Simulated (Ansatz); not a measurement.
# ZnS (Wurtzite-15R): the cost of one run

Computed with Ansatz 0.2.0 (DFT, PBE, plane-wave PAW, default files, scalar-relativistic, as far as a step names no other, unless a step's input says otherwise).

**1. Starting point**

Symmetry: R3m, No. 160, trigonal system. Conventional cell: a = 3.830 Å, b = 3.830 Å, c = 46.880 Å, α = 90.00°, β = 90.00°, γ = 120.00°. Zn (site symmetry 3m) has 4 S at 2.34 to 2.35 Å as nearest neighbours. S (site symmetry 3m) has 4 Zn at 2.34 to 2.35 Å as nearest neighbours. Only part of the 10 independent sites is listed.

Structure file:

```
CELL_PARAMETERS angstrom
1.91500 1.10563 15.62666
-1.91500 1.10563 15.62666
0.00000 -2.21125 15.62666
ATOMIC_POSITIONS crystal
Zn 0.00000 0.00000 0.00000
Zn 0.73334 0.73334 0.73334
Zn 0.46666 0.46666 0.46666
Zn 0.86667 0.86667 0.86667
Zn 0.60000 0.60000 0.60000
S 0.05000 0.05000 0.05000
S 0.78334 0.78334 0.78334
S 0.51666 0.51666 0.51666
S 0.91667 0.91667 0.91667
S 0.65000 0.65000 0.65000
```

The earlier run gave: gap on the mesh 2.15 eV, largest force 0.036 eV/Å, pressure 1.2 GPa.

The printed gradients, by site:

```tsv
site	atoms	first shell	V_zz (10²¹ V/m²)	η	C_Q (MHz)
Zn1	1	4 S at 2.34–2.35 Å	-0.069	0.00	-0.204 (⁶⁷Zn)
Zn2	2	4 S at 2.34–2.35 Å	0.054	0.00	0.158 (⁶⁷Zn)
Zn3	3	4 S at 2.34–2.35 Å	-0.099	0.00	-0.292 (⁶⁷Zn)
Zn4	4	4 S at 2.34–2.35 Å	-0.054	0.00	-0.159 (⁶⁷Zn)
Zn5	5	4 S at 2.34–2.35 Å	-0.058	0.00	-0.170 (⁶⁷Zn)
S6	6	4 Zn at 2.34–2.35 Å	0.11	0.00	-0.189 (³³S)
S7	7	4 Zn at 2.34–2.35 Å	0.013	0.00	-0.021 (³³S)
S8	8	4 Zn at 2.34–2.35 Å	0.14	0.00	-0.235 (³³S)
S9	9, 10	4 Zn at 2.34–2.35 Å	0.15	0.00	-0.254 (³³S)
```

Conventions: |V_zz| ≥ |V_yy| ≥ |V_xx|, η = (V_xx − V_yy)/V_zz, C_Q = eQV_zz/h. Q values from Pyykkö, Mol. Phys. 116, 1328 (2018).

**2. Z stretched by +2 %, ions relaxed**

Input file input.yaml:

```yaml
crystal:
  lattice:
    - [1.915, 1.1056257655, 15.9391966]
    - [-1.915, 1.1056257655, 15.9391966]
    - [0.0, -2.211251531, 15.9391966]
  atoms:
    - { symbol: Zn, position: [4.52208e-05, 4.52208e-05, 4.52208e-05] }
    - { symbol: Zn, position: [0.7333252764, 0.7333252764, 0.7333252764] }
    - { symbol: Zn, position: [0.4666100814, 0.4666100814, 0.4666100814] }
    - { symbol: Zn, position: [0.8666494485, 0.8666494485, 0.8666494485] }
    - { symbol: Zn, position: [0.6000134662, 0.6000134662, 0.6000134662] }
    - { symbol: S, position: [0.0500671744, 0.0500671744, 0.0500671744] }
    - { symbol: S, position: [0.7832871593, 0.7832871593, 0.7832871593] }
    - { symbol: S, position: [0.5166382549, 0.5166382549, 0.5166382549] }
    - { symbol: S, position: [0.9166693928, 0.9166693928, 0.9166693928] }
    - { symbol: S, position: [0.6500345253, 0.6500345253, 0.6500345253] }
kpoints:
  mp_grid: { grid: [13, 13, 13] }
scf:
  occupations: { method: fermi_dirac, width: 0.02 }
hamiltonian:
  xc: pbe
  pseudopotentials: { kind: paw }
output:
  forces: true
  stress: true
  populations: true
  efg:
    quadrupole_moments_barn: { Zn: 0.122, S: -0.0694 }
    contact_densities: true
relax:
  f_tol: 0.02
  max_steps: 60
```

Launch:

```bash
ansatz run input.yaml --threads 4 --pin off --max-ram 8192MiB --backend cpu --events-out ev --progress --plain --runs-dir out
```

**Question.** How long does this run take on 4 threads of Intel Xeon Platinum 8375C at 2.90GHz (Ice Lake), shared host, and how much memory does it need?

About 1.8 min, with a peak of 2.4 GiB.
